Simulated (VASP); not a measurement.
Crystal: HfO2.

```
Hf O
1.0
     5.11800    0.00000    0.00000
     0.00000    5.18570    0.00000
    -0.85866    0.00000    5.21387
Hf O
4 8
Cartesian
  1.2314 0.2059 1.0845
  3.4573 2.7987 1.5224
  3.0279 4.9798 4.1294
  0.8021 2.3870 3.6914
  1.8842 3.9313 2.5032
  2.8045 1.3384 0.1038
  2.3751 1.2544 2.7107
  1.4549 3.8473 5.1101
  0.0821 1.7196 1.8076
  4.6066 4.3124 0.7993
  4.1773 3.4661 3.4062
  -0.3473 0.8733 4.4146
```

Base run:

| Item | Value |
| --- | --- |
| Program | VASP 6.6.1 |
| Functional | PBE |
| Potentials or basis | VASP PAW PBE potentials, release 64 (Hf_pv, O) |
| Cutoff | 520 eV |
| k mesh | 4 × 4 × 4 |
| Occupations | gaussian, width 0.05 eV |
| Spin | no spin polarisation |

Its results: band gap on the k mesh 4.11 eV, indirect (least direct gap 4.20 eV); pressure 2.7 GPa; largest force 0.458 eV/Å.

Task: The run is repeated on the same cell with these changes: functional from PBE to PBEsol. What comes out?

Result: Band gap on the k mesh 4.01 eV, indirect (least direct gap 4.10 eV); pressure -4.6 GPa; largest force 0.432 eV/Å.

PBEsol binds more tightly than PBE, so the same cell stands under less pressure.

Caveats: spin-orbit coupling is left out, which moves the levels of the heavy elements; the PAW data sets were made with another functional, which shifts forces and pressure a little (some runs).

A k mesh can miss the band edges.

Not every run made on this cell is shown here.
